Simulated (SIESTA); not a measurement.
Ti under changes of volume

One of the cells (17.065 Å³/atom); the others are scaled copies at fixed shape and fractional positions:

```
CELL_PARAMETERS angstrom
0.00000 2.04344 2.04344
2.04344 0.00000 2.04344
2.04344 2.04344 0.00000
ATOMIC_POSITIONS crystal
Ti 0.00000 0.00000 0.00000
```

This isn't the form of Ti at room conditions, which is hcp.

| Quantity | Value |
| --- | --- |
| Program | SIESTA 5.4.2 |
| Functional | PBEsol |
| Potentials or basis | PseudoDojo 0.4 standard (PBEsol files) |
| Basis | DZP (energy shift 0.003 Ry; two zetas on semicore shells) |
| Grid cutoff | 800 Ry |
| Energy shift | 0.003 Ry |
| k mesh | 11 × 11 × 11 |
| Occupations | fermi-dirac, width 0.05 eV |
| Spin | no spin polarisation |

```csv
volume (Å³/atom),energy over the lowest point (meV/atom),pressure (GPa)
15.727,19.86,7.8
16.062,7.10,4.9
16.396,0.00,2.4
17.065,0.96,-2.4
17.400,8.30,-4.3
17.735,?,?
```

Task: What does the run at 17.735 Å³/atom give?

Result: Energy over the lowest point 19.50 meV/atom; pressure -6.1 GPa.

Worked out: A Birch-Murnaghan fit of order 3 (a polynomial in V^(-2/3)) to the other rows has its minimum at 16.69 Å³/atom with B0 = V·E''(V) = 116 GPa and B' = 2.9. It gives 19.75 meV/atom at 17.735 Å³/atom, against the run's 19.50, and -dE/dV = -6.4 GPa, against -6.1.

Energies are extrapolated to zero smearing.

Caveats: the basis of atomic orbitals isn't converged, which shifts pressures, moduli and gaps.
